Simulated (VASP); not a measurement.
Crystal: Sb.

```
CELL_PARAMETERS angstrom
3.16000 0.00000 0.00000
0.00000 3.16000 0.00000
0.00000 0.00000 3.16000
ATOMIC_POSITIONS crystal
Sb 0.00000 0.00000 0.00000
```

This isn't the form of Sb at room conditions, which is rhombohedral.

| Property | Result |
| --- | --- |
| Program | VASP 6.6.1 |
| Task | relaxation of cell and atoms |
| Functional | PBE |
| Potentials or basis | VASP PAW PBE potentials, release 64 (Sb) |
| Cutoff | 520 eV |
| k mesh | 14 × 14 × 14 |
| Occupations | gaussian, width 0.1 eV |
| Spin | no spin polarisation |

At the start: pressure -2.4 GPa; volume 31.55 Å³/atom.

Question: How do energy, volume and symmetry change on relaxing?

Answer: Over 3 steps the energy falls by 11.3 meV/atom and the volume is 30.08 Å³/atom (-4.7 %); space group Pm-3m (No. 221, to 0.05 Å).

The path:
```csv
step,energy change (eV),largest force (eV/Å),pressure (GPa),volume (Å³)
1,0.0000,0.0000,-2.35,31.55
2,-0.0093,0.0000,1.13,29.48
3,-0.0113,0.0000,0.01,30.08
```

Final structure:
```yaml
crystal:
  lattice:
    - [3.10986, 0.00000, 0.00000]
    - [0.00000, 3.10986, 0.00000]
    - [0.00000, 0.00000, 3.10986]
  atoms:
    - { symbol: Sb, position: [0.00000, 0.00000, 0.00000] }
```
